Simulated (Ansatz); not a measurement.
# Indium, simple cubic under PBEsol: ground state and equation of state, part 2 of 2

What does PBEsol give for indium in the simple cubic structure? We relax it, solve it on a dense k-mesh, then scale the cell to 7 volumes from 88 to 112 % of the relaxed one and try a fit of the equation of state. Spin polarisation is left out. The k-meshes are 10×10×10 for the relaxation; 17×17×17 for the dense run; 12×12×12 for the volumes.

Ansatz 0.2.0; DFT, PBEsol, plane waves (420 eV) with PAW, scalar-relativistic.

### Step 6. The cell scaled to 96 % of its volume

This is In in the simple cubic structure; at room conditions it is tetragonal.

Input file input.yaml:

```yaml
crystal:
  lattice:
    - [2.9735047159, 0.0, 0.0]
    - [0.0, 2.9735047159, 0.0]
    - [0.0, 0.0, 2.9735047159]
  atoms:
    - { symbol: In, position: [0.0, 0.0, 0.0] }
hamiltonian:
  xc: pbesol
  pseudopotentials:
    kind: paw
    azcp:
      In: "pseudopotentials/In.paw.azcp"
basis:
  ecutwfc: 420
  fft_grid_basis: typed
kpoints:
  mp_grid: { grid: [12, 12, 12], shift: [0, 0, 0] }
magnetization:
  spin_polarized: false
scf:
  occupations: { method: fermi_dirac, width: 0.1 }
  lower_state_search: "off"
output:
  stress: true
```

Standard output:

```text
Warning: <dir> the record states the generating functional pbe (its physics header spells it `PBE`), which answers neither for hamiltonian.xc's functional nor for the pbesol family's — results may be inconsistent (PPs are generated against a specific XC)
Warning: RAYON_NUM_THREADS=2 ignored (pool sized by the plan → 2); use --threads N
[... 6 set-up lines as earlier in the session ...]
Crystal: 1 atoms, lattice volume = 26.291 Å³
Basis set: ecut = 420 eV, 485 PW (Γ)
Bands: 11, of which v1, the nominal top of the filled ones, is band 7 counted from 1 (6 counted from 0)
[... 2 set-up lines as earlier in the session ...]
k-points: 84 of 1728
[... 7 set-up lines as earlier in the session ...]
SCF iter   1: F=—  HF=-5525.311199 eV  |F-HF|=—  |Δ(HF+E_count)|=         —  Δρ=2.88e-3  dr2=1.80e-3  ethr=1.77e-3  ⟨swp⟩=5.1  Hψ=5469  notcnv=0
preconditioner: auto → none  [metal: Δε(μ)=0.170 eV  Ē_g=19.979 eV  σ=0.100 eV  W_gap=0.40  n_scr=6 (ndim 8)  ℏωp=26.1 eV  f_vac=0.000  D(μ)=0.41/eV (n_scr^D=0)  sad-step TF]
SCF iter   2: F=—  HF=-5525.309859 eV  |F-HF|=—  |Δ(HF+E_count)|=   1.34e-3  Δρ=1.29e-3  dr2=4.25e-4  ethr=1.38e-5  ⟨swp⟩=1.5  Hψ=1742  notcnv=0
SCF iter   3: F=—  HF=-5525.309707 eV  |F-HF|=—  |Δ(HF+E_count)|=   1.52e-4  Δρ=3.63e-4  dr2=2.00e-5  ethr=3.27e-6  ⟨swp⟩=2.0  Hψ=1455  notcnv=0  defer=3
SCF iter   4: F=—  HF=-5525.309696 eV  |F-HF|=—  |Δ(HF+E_count)|=   1.01e-5  Δρ=1.27e-4  dr2=2.79e-6  ethr=1.54e-7  ⟨swp⟩=2.0  Hψ=1418  notcnv=0  defer=3
SCF iter   5: F=—  HF=-5525.309695 eV  |F-HF|=—  |Δ(HF+E_count)|=   1.09e-6  Δρ=4.48e-5  dr2=3.52e-7  ethr=2.15e-8  ⟨swp⟩=2.3  Hψ=1474  notcnv=0  defer=3
SCF iter   6: F=-5525.309695 eV  HF=-5525.309695 eV  |F-HF|=6.13e-9  |Δ(HF+E_count)|=   1.61e-7  Δρ=5.90e-6  dr2=6.12e-9  ethr=7.69e-10  ⟨swp⟩=4.1  Hψ=2882  notcnv=0
SCF 1 converged in 6 iterations: F = -5525.309695 eV  dr2 = 6.12e-9
SCF converged after 6 iterations
Free energy (F): -5525.309695 eV
Harris-Foulkes:  -5525.309695 eV  (|F-HF|=6.13e-9)
Internal energy: -5525.295296 eV  (E = F + TS)
E sigma→0 (E₀):  -5525.302496 eV
Entropy (-TS):   -0.014399 eV (-14.399 meV/atom)
Fermi energy:    9.786671 eV
--- Per-component energies (eV) ---
  E_band       = -28.691174
  E_kinetic    = 242.653308
  E_local      = -1118.147647  (includes V_loc(G=0)·N_el)
  E_nonlocal   = 367.243636
  E_hartree    = 439.818709
  E_xc         = -214.289156
  E_vxc        = -100.799869  (∫ρ·V_xc dr)
  E_paw        = -4081.776577  (= ΣΔE_a)
  E_vpaw       = -299.281165  (= ΣTr[D̂ρ^β])
  E_aug_tail   = 0.000025  (compensation charges beyond the density's cutoff)
  E_ewald      = -1161.033496
  E_core_change = 0.235902  (= ΣΔE_core)
  E_smearing   = -0.014399  (= −TS)
  E_closure    = -0.000000  (closes the sum)
  Σ components = -5525.309695   (vs F -5525.309695, Δ=0.00e0)
--- Stress (GPa, compression-positive) ---
        1.756491       0.000000       0.000000
        0.000000       1.756491       0.000000
        0.000000       0.000000       1.756491
  P = ⅓ Tr σ = 1.7565 GPa (17.565 kbar)
```

It took 0.71 s on 2 threads of Arm Neoverse V2, shared host; peak memory 0.34 GiB.

### Step 7. The cell scaled to 100 % of its volume

Edit input.yaml of step 6 so:

```diff
@@ -2,5 +2,5 @@
   lattice:
-    - [2.9735047159, 0.0, 0.0]
-    - [0.0, 2.9735047159, 0.0]
-    - [0.0, 0.0, 2.9735047159]
+    - [3.0142427195, 0.0, 0.0]
+    - [0.0, 3.0142427195, 0.0]
+    - [0.0, 0.0, 3.0142427195]
   atoms:
```

Standard output:

```text
Warning: <dir> the record states the generating functional pbe (its physics header spells it `PBE`), which answers neither for hamiltonian.xc's functional nor for the pbesol family's — results may be inconsistent (PPs are generated against a specific XC)
Warning: RAYON_NUM_THREADS=2 ignored (pool sized by the plan → 2); use --threads N
[... 6 set-up lines as earlier in the session ...]
Crystal: 1 atoms, lattice volume = 27.386 Å³
Basis set: ecut = 420 eV, 515 PW (Γ)
Bands: 11, of which v1, the nominal top of the filled ones, is band 7 counted from 1 (6 counted from 0)
[... 2 set-up lines as earlier in the session ...]
k-points: 84 of 1728
[... 7 set-up lines as earlier in the session ...]
SCF iter   1: F=—  HF=-5525.316645 eV  |F-HF|=—  |Δ(HF+E_count)|=         —  Δρ=2.78e-3  dr2=1.85e-3  ethr=1.77e-3  ⟨swp⟩=5.1  Hψ=5474  notcnv=0
preconditioner: auto → none  [metal: Δε(μ)=0.194 eV  Ē_g=19.723 eV  σ=0.100 eV  W_gap=0.45  n_scr=6 (ndim 8)  ℏωp=25.6 eV  f_vac=0.000  D(μ)=0.43/eV (n_scr^D=0)  sad-step TF]
SCF iter   2: F=—  HF=-5525.315213 eV  |F-HF|=—  |Δ(HF+E_count)|=   1.43e-3  Δρ=1.23e-3  dr2=4.35e-4  ethr=1.42e-5  ⟨swp⟩=1.5  Hψ=1745  notcnv=0
SCF iter   3: F=—  HF=-5525.315055 eV  |F-HF|=—  |Δ(HF+E_count)|=   1.59e-4  Δρ=3.77e-4  dr2=2.21e-5  ethr=3.35e-6  ⟨swp⟩=2.0  Hψ=1454  notcnv=0  defer=3
SCF iter   4: F=—  HF=-5525.315046 eV  |F-HF|=—  |Δ(HF+E_count)|=   8.45e-6  Δρ=1.49e-4  dr2=3.85e-6  ethr=1.70e-7  ⟨swp⟩=2.0  Hψ=1418  notcnv=0  defer=3
SCF iter   5: F=—  HF=-5525.315045 eV  |F-HF|=—  |Δ(HF+E_count)|=   1.56e-6  Δρ=5.77e-5  dr2=5.87e-7  ethr=2.96e-8  ⟨swp⟩=2.2  Hψ=1468  notcnv=0  defer=3
SCF iter   6: F=-5525.315044 eV  HF=-5525.315044 eV  |F-HF|=1.20e-8  |Δ(HF+E_count)|=   2.86e-7  Δρ=8.05e-6  dr2=1.14e-8  ethr=7.69e-10  ⟨swp⟩=4.5  Hψ=2956  notcnv=0
SCF 1 converged in 6 iterations: F = -5525.315044 eV  dr2 = 1.14e-8
SCF converged after 6 iterations
Free energy (F): -5525.315044 eV
Harris-Foulkes:  -5525.315044 eV  (|F-HF|=1.20e-8)
Internal energy: -5525.299915 eV  (E = F + TS)
E sigma→0 (E₀):  -5525.307480 eV
Entropy (-TS):   -0.015129 eV (-15.129 meV/atom)
Fermi energy:    9.250346 eV
--- Per-component energies (eV) ---
  E_band       = -35.238554
  E_kinetic    = 242.117672
  E_local      = -1142.641562  (includes V_loc(G=0)·N_el)
  E_nonlocal   = 367.244817
  E_hartree    = 448.831031
  E_xc         = -214.025423
  E_vxc        = -100.442149  (∫ρ·V_xc dr)
  E_paw        = -4081.720447  (= ΣΔE_a)
  E_vpaw       = -299.183630  (= ΣTr[D̂ρ^β])
  E_aug_tail   = 0.000025  (compensation charges beyond the density's cutoff)
  E_ewald      = -1145.341931
  E_core_change = 0.235902  (= ΣΔE_core)
  E_smearing   = -0.015129  (= −TS)
  E_closure    = -0.000000  (closes the sum)
  Σ components = -5525.315044   (vs F -5525.315044, Δ=0.00e0)
--- Stress (GPa, compression-positive) ---
       -0.109345       0.000000      -0.000000
       -0.000000      -0.109345       0.000000
        0.000000       0.000000      -0.109345
  P = ⅓ Tr σ = -0.1093 GPa (-1.093 kbar)
```

Wall time 0.81 s (2 threads of Arm Neoverse V2, shared host); peak memory 0.35 GiB.

### Step 8. The cell scaled to 104 % of its volume

Edit input.yaml of step 7 so:

```diff
@@ -2,5 +2,5 @@
   lattice:
-    - [3.0142427195, 0.0, 0.0]
-    - [0.0, 3.0142427195, 0.0]
-    - [0.0, 0.0, 3.0142427195]
+    - [3.0539083567, 0.0, 0.0]
+    - [0.0, 3.0539083567, 0.0]
+    - [0.0, 0.0, 3.0539083567]
   atoms:
@@ -25 +25,5 @@
   stress: true
+  write_density: true
+  write_potential: true
+  elf: true
+  volumetric_format: npy
```

Standard output:

```text
Warning: <dir> the record states the generating functional pbe (its physics header spells it `PBE`), which answers neither for hamiltonian.xc's functional nor for the pbesol family's — results may be inconsistent (PPs are generated against a specific XC)
Warning: RAYON_NUM_THREADS=2 ignored (pool sized by the plan → 2); use --threads N
[... 6 set-up lines as earlier in the session ...]
Crystal: 1 atoms, lattice volume = 28.482 Å³
Basis set: ecut = 420 eV, 587 PW (Γ)
Bands: 11, of which v1, the nominal top of the filled ones, is band 7 counted from 1 (6 counted from 0)
[... 1 set-up line as earlier in the session ...]
Space group: Pm-3m (ITA 221), of the structure as read, at distance tolerance 3.1e-5 Å
k-points: 84 of 1728
[... 7 set-up lines as earlier in the session ...]
SCF iter   1: F=—  HF=-5525.310906 eV  |F-HF|=—  |Δ(HF+E_count)|=         —  Δρ=2.73e-3  dr2=1.91e-3  ethr=1.77e-3  ⟨swp⟩=5.1  Hψ=5473  notcnv=0
preconditioner: auto → none  [metal: Δε(μ)=0.157 eV  Ē_g=19.485 eV  σ=0.100 eV  W_gap=0.37  n_scr=6 (ndim 8)  ℏωp=25.1 eV  f_vac=0.000  D(μ)=0.46/eV (n_scr^D=0)  sad-step TF]
SCF iter   2: F=—  HF=-5525.309416 eV  |F-HF|=—  |Δ(HF+E_count)|=   1.49e-3  Δρ=1.20e-3  dr2=4.41e-4  ethr=1.47e-5  ⟨swp⟩=1.5  Hψ=1721  notcnv=0
SCF iter   3: F=—  HF=-5525.309256 eV  |F-HF|=—  |Δ(HF+E_count)|=   1.60e-4  Δρ=3.73e-4  dr2=2.23e-5  ethr=3.39e-6  ⟨swp⟩=2.0  Hψ=1455  notcnv=0  defer=3
SCF iter   4: F=—  HF=-5525.309249 eV  |F-HF|=—  |Δ(HF+E_count)|=   7.10e-6  Δρ=1.66e-4  dr2=4.73e-6  ethr=1.72e-7  ⟨swp⟩=2.0  Hψ=1419  notcnv=0  defer=3
SCF iter   5: F=—  HF=-5525.309247 eV  |F-HF|=—  |Δ(HF+E_count)|=   1.92e-6  Δρ=6.82e-5  dr2=8.12e-7  ethr=3.64e-8  ⟨swp⟩=2.1  Hψ=1423  notcnv=0  defer=3
SCF iter   6: F=-5525.309246 eV  HF=-5525.309246 eV  |F-HF|=1.84e-8  |Δ(HF+E_count)|=   4.06e-7  Δρ=9.93e-6  dr2=1.72e-8  ethr=7.69e-10  ⟨swp⟩=7.4  Hψ=5451  notcnv=0
SCF 1 converged in 6 iterations: F = -5525.309246 eV  dr2 = 1.72e-8
SCF converged after 6 iterations
Free energy (F): -5525.309246 eV
Harris-Foulkes:  -5525.309246 eV  (|F-HF|=1.84e-8)
Internal energy: -5525.293010 eV  (E = F + TS)
E sigma→0 (E₀):  -5525.301128 eV
Entropy (-TS):   -0.016236 eV (-16.236 meV/atom)
Fermi energy:    8.753138 eV
--- Per-component energies (eV) ---
  E_band       = -41.301863
  E_kinetic    = 241.641462
  E_local      = -1166.002479  (includes V_loc(G=0)·N_el)
  E_nonlocal   = 367.241788
  E_hartree    = 457.496628
  E_xc         = -213.798965
  E_vxc        = -100.131147  (∫ρ·V_xc dr)
  E_paw        = -4081.641695  (= ΣΔE_a)
  E_vpaw       = -299.049891  (= ΣTr[D̂ρ^β])
  E_aug_tail   = 0.000025  (compensation charges beyond the density's cutoff)
  E_ewald      = -1130.465676
  E_core_change = 0.235902  (= ΣΔE_core)
  E_smearing   = -0.016236  (= −TS)
  E_closure    = -0.000000  (closes the sum)
  Σ components = -5525.309246   (vs F -5525.309246, Δ=0.00e0)
--- Stress (GPa, compression-positive) ---
       -1.517541      -0.000000       0.000000
        0.000000      -1.517541       0.000000
        0.000000       0.000000      -1.517541
  P = ⅓ Tr σ = -1.5175 GPa (-15.175 kbar)
--- Band table (eV; the first three rows and the last of 84) ---
  k-point 0: bands = ["-6.1260", "-6.1260", "-5.4068", "-5.4068", "-5.4068", "-0.2734", "16.0283", "16.0283", "16.0283", "19.2464", "19.2464"]
  k-point 1: bands = ["-6.1228", "-6.0919", "-5.4202", "-5.4202", "-5.4056", "-0.1562", "14.5972", "16.1638", "16.1638", "19.3161", "19.8603"]
  k-point 2: bands = ["-6.1143", "-5.9996", "-5.4568", "-5.4568", "-5.4025", "0.1985", "12.3366", "16.5592", "16.5592", "19.5260", "20.1497"]
  k-point 83: bands = ["-5.8585", "-5.8585", "-5.8585", "-5.1887", "-5.1887", "10.8554", "10.8554", "10.8554", "11.5485", "15.9492", "15.9492"]
```

Wall time 1.2 s (2 threads of Arm Neoverse V2, shared host); peak memory 0.36 GiB.

Density in a lattice plane of the grid's cell (edges 3.05 and 3.05 Å, at 0.000 of the third edge), which holds In.

Values in e/Å³, 12 rows by 12 columns:
```
 9.84  7.55  3.80  1.23  0.45  0.23  0.18  0.23  0.45  1.23  3.80  7.55
 4.88  3.80  1.98  0.72  0.32  0.19  0.15  0.19  0.32  0.72  1.98  3.80
 1.53  1.23  0.72  0.36  0.21  0.14  0.12  0.14  0.21  0.36  0.72  1.23
 0.52  0.45  0.32  0.21  0.14  0.10  0.09  0.10  0.14  0.21  0.32  0.45
 0.25  0.23  0.19  0.14  0.10  0.08  0.07  0.08  0.10  0.14  0.19  0.23
 0.19  0.18  0.15  0.12  0.09  0.07  0.07  0.07  0.09  0.12  0.15  0.18
 0.25  0.23  0.19  0.14  0.10  0.08  0.07  0.08  0.10  0.14  0.19  0.23
 0.52  0.45  0.32  0.21  0.14  0.10  0.09  0.10  0.14  0.21  0.32  0.45
 1.53  1.23  0.72  0.36  0.21  0.14  0.12  0.14  0.21  0.36  0.72  1.23
 4.88  3.80  1.98  0.72  0.32  0.19  0.15  0.19  0.32  0.72  1.98  3.80
 9.84  7.55  3.80  1.23  0.45  0.23  0.18  0.23  0.45  1.23  3.80  7.55
12.95  9.84  4.88  1.53  0.52  0.25  0.19  0.25  0.52  1.53  4.88  9.84
```
Columns run along the first of these edges and rows up along the second, over one cell in 12 and 12 even steps from the bottom left corner. Atoms in the plane (fractional): In at (0.00, 0.00).

ELF in the same plane.

Values, 12 rows by 12 columns:
```
0.01 0.02 0.13 0.28 0.27 0.30 0.36 0.30 0.27 0.28 0.13 0.02
0.08 0.13 0.23 0.28 0.26 0.31 0.34 0.31 0.26 0.28 0.23 0.13
0.26 0.28 0.28 0.25 0.27 0.31 0.31 0.31 0.27 0.25 0.28 0.28
0.27 0.27 0.26 0.27 0.29 0.27 0.25 0.27 0.29 0.27 0.26 0.27
0.30 0.30 0.31 0.31 0.27 0.22 0.19 0.22 0.27 0.31 0.31 0.30
0.36 0.36 0.34 0.31 0.25 0.19 0.17 0.19 0.25 0.31 0.34 0.36
0.30 0.30 0.31 0.31 0.27 0.22 0.19 0.22 0.27 0.31 0.31 0.30
0.27 0.27 0.26 0.27 0.29 0.27 0.25 0.27 0.29 0.27 0.26 0.27
0.26 0.28 0.28 0.25 0.27 0.31 0.31 0.31 0.27 0.25 0.28 0.28
0.08 0.13 0.23 0.28 0.26 0.31 0.34 0.31 0.26 0.28 0.23 0.13
0.01 0.02 0.13 0.28 0.27 0.30 0.36 0.30 0.27 0.28 0.13 0.02
0.00 0.01 0.08 0.26 0.27 0.30 0.36 0.30 0.27 0.26 0.08 0.01
```
Columns run along the first of these edges and rows up along the second, over one cell in 12 and 12 even steps from the bottom left corner. Atoms in the plane (fractional): In at (0.00, 0.00).

Both are smooth fields of the valence electrons: close to the nuclei they are not physical.

### Step 9. The cell scaled to 108 % of its volume

Edit input.yaml of step 8 so:

```diff
@@ -2,5 +2,5 @@
   lattice:
-    - [3.0539083567, 0.0, 0.0]
-    - [0.0, 3.0539083567, 0.0]
-    - [0.0, 0.0, 3.0539083567]
+    - [3.0925695287, 0.0, 0.0]
+    - [0.0, 3.0925695287, 0.0]
+    - [0.0, 0.0, 3.0925695287]
   atoms:
```

Standard output:

```text
Warning: <dir> the record states the generating functional pbe (its physics header spells it `PBE`), which answers neither for hamiltonian.xc's functional nor for the pbesol family's — results may be inconsistent (PPs are generated against a specific XC)
Warning: RAYON_NUM_THREADS=2 ignored (pool sized by the plan → 2); use --threads N
[... 6 set-up lines as earlier in the session ...]
Crystal: 1 atoms, lattice volume = 29.577 Å³
Basis set: ecut = 420 eV, 587 PW (Γ)
Bands: 11, of which v1, the nominal top of the filled ones, is band 7 counted from 1 (6 counted from 0)
[... 2 set-up lines as earlier in the session ...]
k-points: 84 of 1728
[... 7 set-up lines as earlier in the session ...]
SCF iter   1: F=—  HF=-5525.296795 eV  |F-HF|=—  |Δ(HF+E_count)|=         —  Δρ=2.68e-3  dr2=1.91e-3  ethr=1.77e-3  ⟨swp⟩=5.1  Hψ=5499  notcnv=0
preconditioner: auto → none  [metal: Δε(μ)=0.167 eV  Ē_g=19.265 eV  σ=0.100 eV  W_gap=0.39  n_scr=6 (ndim 8)  ℏωp=24.6 eV  f_vac=0.000  D(μ)=0.50/eV (n_scr^D=0)  sad-step TF]
SCF iter   2: F=—  HF=-5525.295291 eV  |F-HF|=—  |Δ(HF+E_count)|=   1.50e-3  Δρ=1.18e-3  dr2=4.40e-4  ethr=1.47e-5  ⟨swp⟩=1.4  Hψ=1688  notcnv=0
SCF iter   3: F=—  HF=-5525.295135 eV  |F-HF|=—  |Δ(HF+E_count)|=   1.56e-4  Δρ=3.75e-4  dr2=2.36e-5  ethr=3.39e-6  ⟨swp⟩=2.0  Hψ=1456  notcnv=0  defer=2
SCF iter   4: F=—  HF=-5525.295129 eV  |F-HF|=—  |Δ(HF+E_count)|=   6.43e-6  Δρ=2.02e-4  dr2=6.95e-6  ethr=1.82e-7  ⟨swp⟩=2.0  Hψ=1421  notcnv=0  defer=2
SCF iter   5: F=—  HF=-5525.295126 eV  |F-HF|=—  |Δ(HF+E_count)|=   2.74e-6  Δρ=9.22e-5  dr2=1.49e-6  ethr=5.35e-8  ⟨swp⟩=2.0  Hψ=1352  notcnv=0  defer=2
SCF iter   6: F=-5525.295125 eV  HF=-5525.295125 eV  |F-HF|=5.12e-8  |Δ(HF+E_count)|=   7.55e-7  Δρ=1.65e-5  dr2=4.74e-8  ethr=7.69e-10  ⟨swp⟩=7.4  Hψ=5347  notcnv=0
SCF 1 converged in 6 iterations: F = -5525.295125 eV  dr2 = 4.74e-8
SCF converged after 6 iterations
Free energy (F): -5525.295125 eV
Harris-Foulkes:  -5525.295125 eV  (|F-HF|=5.12e-8)
Internal energy: -5525.277910 eV  (E = F + TS)
E sigma→0 (E₀):  -5525.286518 eV
Entropy (-TS):   -0.017215 eV (-17.215 meV/atom)
Fermi energy:    8.290614 eV
--- Per-component energies (eV) ---
  E_band       = -46.928266
  E_kinetic    = 241.216089
  E_local      = -1188.323067  (includes V_loc(G=0)·N_el)
  E_nonlocal   = 367.233565
  E_hartree    = 465.840344
  E_xc         = -213.606541
  E_vxc        = -99.862867  (∫ρ·V_xc dr)
  E_paw        = -4081.540852  (= ΣΔE_a)
  E_vpaw       = -298.880968  (= ΣTr[D̂ρ^β])
  E_aug_tail   = 0.000025  (compensation charges beyond the density's cutoff)
  E_ewald      = -1116.333374
  E_core_change = 0.235902  (= ΣΔE_core)
  E_smearing   = -0.017215  (= −TS)
  E_closure    = -0.000000  (closes the sum)
  Σ components = -5525.295125   (vs F -5525.295125, Δ=0.00e0)
--- Stress (GPa, compression-positive) ---
       -2.563103      -0.000000       0.000000
        0.000000      -2.563103       0.000000
        0.000000       0.000000      -2.563103
  P = ⅓ Tr σ = -2.5631 GPa (-25.631 kbar)
--- Band table (eV; the first three rows and the last of 84) ---
  k-point 0: bands = ["-6.5270", "-6.5270", "-5.8738", "-5.8738", "-5.8738", "-0.5164", "15.3737", "15.3737", "15.3737", "18.5434", "18.5434"]
  k-point 1: bands = ["-6.5242", "-6.4957", "-5.8860", "-5.8860", "-5.8728", "-0.4028", "13.9773", "15.5034", "15.5034", "18.6142", "19.1177"]
  k-point 2: bands = ["-6.5167", "-6.4108", "-5.9190", "-5.9190", "-5.8700", "-0.0597", "11.7729", "15.8823", "15.8823", "18.8281", "19.3947"]
  k-point 83: bands = ["-6.2805", "-6.2805", "-6.2805", "-5.6741", "-5.6741", "10.3309", "10.3309", "10.3309", "10.7027", "15.3651", "15.3651"]
```

Run time: 1.2 s. Hardware: 2 threads of Arm Neoverse V2, shared host; peak memory 0.36 GiB.

### Step 10. The cell scaled to 112 % of its volume

Edit input.yaml of step 9 so:

```diff
@@ -2,5 +2,5 @@
   lattice:
-    - [3.0925695287, 0.0, 0.0]
-    - [0.0, 3.0925695287, 0.0]
-    - [0.0, 0.0, 3.0925695287]
+    - [3.1302875085, 0.0, 0.0]
+    - [0.0, 3.1302875085, 0.0]
+    - [0.0, 0.0, 3.1302875085]
   atoms:
@@ -25,5 +25 @@
   stress: true
-  write_density: true
-  write_potential: true
-  elf: true
-  volumetric_format: npy
```

Standard output:

```text
Warning: <dir> the record states the generating functional pbe (its physics header spells it `PBE`), which answers neither for hamiltonian.xc's functional nor for the pbesol family's — results may be inconsistent (PPs are generated against a specific XC)
Warning: RAYON_NUM_THREADS=2 ignored (pool sized by the plan → 2); use --threads N
[... 6 set-up lines as earlier in the session ...]
Crystal: 1 atoms, lattice volume = 30.673 Å³
Basis set: ecut = 420 eV, 619 PW (Γ)
Bands: 11, of which v1, the nominal top of the filled ones, is band 7 counted from 1 (6 counted from 0)
[... 2 set-up lines as earlier in the session ...]
k-points: 84 of 1728
[... 7 set-up lines as earlier in the session ...]
SCF iter   1: F=—  HF=-5525.276403 eV  |F-HF|=—  |Δ(HF+E_count)|=         —  Δρ=2.62e-3  dr2=1.87e-3  ethr=1.77e-3  ⟨swp⟩=5.1  Hψ=5495  notcnv=0
preconditioner: auto → none  [metal: Δε(μ)=0.194 eV  Ē_g=19.060 eV  σ=0.100 eV  W_gap=0.42  n_scr=6 (ndim 8)  ℏωp=24.2 eV  f_vac=0.000  D(μ)=0.52/eV (n_scr^D=0)  sad-step TF]
SCF iter   2: F=—  HF=-5525.274922 eV  |F-HF|=—  |Δ(HF+E_count)|=   1.48e-3  Δρ=1.17e-3  dr2=4.35e-4  ethr=1.44e-5  ⟨swp⟩=1.4  Hψ=1706  notcnv=0
SCF iter   3: F=—  HF=-5525.274773 eV  |F-HF|=—  |Δ(HF+E_count)|=   1.49e-4  Δρ=3.73e-4  dr2=2.44e-5  ethr=3.35e-6  ⟨swp⟩=2.0  Hψ=1458  notcnv=0  defer=2
SCF iter   4: F=—  HF=-5525.274766 eV  |F-HF|=—  |Δ(HF+E_count)|=   6.94e-6  Δρ=2.15e-4  dr2=8.08e-6  ethr=1.88e-7  ⟨swp⟩=2.0  Hψ=1420  notcnv=0  defer=2
SCF iter   5: F=—  HF=-5525.274763 eV  |F-HF|=—  |Δ(HF+E_count)|=   3.10e-6  Δρ=1.02e-4  dr2=1.89e-6  ethr=6.22e-8  ⟨swp⟩=2.0  Hψ=1340  notcnv=0  defer=2
SCF iter   6: F=-5525.274762 eV  HF=-5525.274762 eV  |F-HF|=7.80e-8  |Δ(HF+E_count)|=   9.47e-7  Δρ=2.02e-5  dr2=7.29e-8  ethr=7.69e-10  ⟨swp⟩=3.9  Hψ=3486  notcnv=0
SCF 1 converged in 6 iterations: F = -5525.274762 eV  dr2 = 7.29e-8
SCF converged after 6 iterations
Free energy (F): -5525.274762 eV
Harris-Foulkes:  -5525.274762 eV  (|F-HF|=7.80e-8)
Internal energy: -5525.256926 eV  (E = F + TS)
E sigma→0 (E₀):  -5525.265844 eV
Entropy (-TS):   -0.017835 eV (-17.835 meV/atom)
Fermi energy:    7.863029 eV
--- Per-component energies (eV) ---
  E_band       = -52.179528
  E_kinetic    = 240.834290
  E_local      = -1209.674623  (includes V_loc(G=0)·N_el)
  E_nonlocal   = 367.224096
  E_hartree    = 473.877551
  E_xc         = -213.436162
  E_vxc        = -99.623144  (∫ρ·V_xc dr)
  E_paw        = -4081.435742  (= ΣΔE_a)
  E_vpaw       = -298.705473  (= ΣTr[D̂ρ^β])
  E_aug_tail   = 0.000025  (compensation charges beyond the density's cutoff)
  E_ewald      = -1102.882265
  E_core_change = 0.235902  (= ΣΔE_core)
  E_smearing   = -0.017835  (= −TS)
  E_closure    = -0.000000  (closes the sum)
  Σ components = -5525.274762   (vs F -5525.274762, Δ=0.00e0)
--- Stress (GPa, compression-positive) ---
       -3.361567       0.000000       0.000000
        0.000000      -3.361567      -0.000000
        0.000000      -0.000000      -3.361567
  P = ⅓ Tr σ = -3.3616 GPa (-33.616 kbar)
```

Wall time 0.87 s (2 threads of Arm Neoverse V2, shared host); peak memory 0.35 GiB.

### Step 11. Fitting the volumes

The cell was scaled evenly, with its shape and the fractional positions fixed.

| V (Å³/atom) | E − E₀ (meV/atom) | P from the stress (GPa) | P from the fit (GPa) |
| --- | --- | --- | --- |
| 24.100 | 62.9 | 7.16 | 7.30 |
| 25.195 | 24.6 | 4.15 | 4.11 |
| 26.291 | 4.9 | 1.76 | 1.69 |
| 27.386 | -0.1 | -0.11 | -0.16 |
| 28.482 | 6.3 | -1.52 | -1.57 |
| 29.577 | 20.9 | -2.56 | -2.63 |
| 30.673 | 41.5 | -3.36 | -3.43 |

A third-order Birch-Murnaghan fit gives V₀ = 27.277 Å³/atom, B₀ = 41 GPa and B₀′ = 5.8; it misses no point by more than 0.19 meV/atom.

### Step 12. Summary of results

What follows sums up all 2 parts.

| quantity | value |
| --- | --- |
| space group (spins left aside) | Pm-3m (No. 221) |
| conventional cell | a = 3.014 Å |
| volume | 27.386 Å³/atom |
| shortest distance | 3.014 Å |
| gap on the mesh | none (levels filled in part) |
| relative to body-centred tetragonal | +99 meV/atom |
| V₀, B₀, B₀′ | 27.277 Å³/atom, 41 GPa, 5.8 |

The relaxation shrank the cell by 3.0 % in volume. It lies 99 meV/atom above the element's reference form at the same level (body-centred tetragonal, from a run of its own). No gap shows: it is a metal or semimetal at this level. B₀ comes out at 41 GPa. The symmetry was held, so the structure may be unstable against distortions that break it.
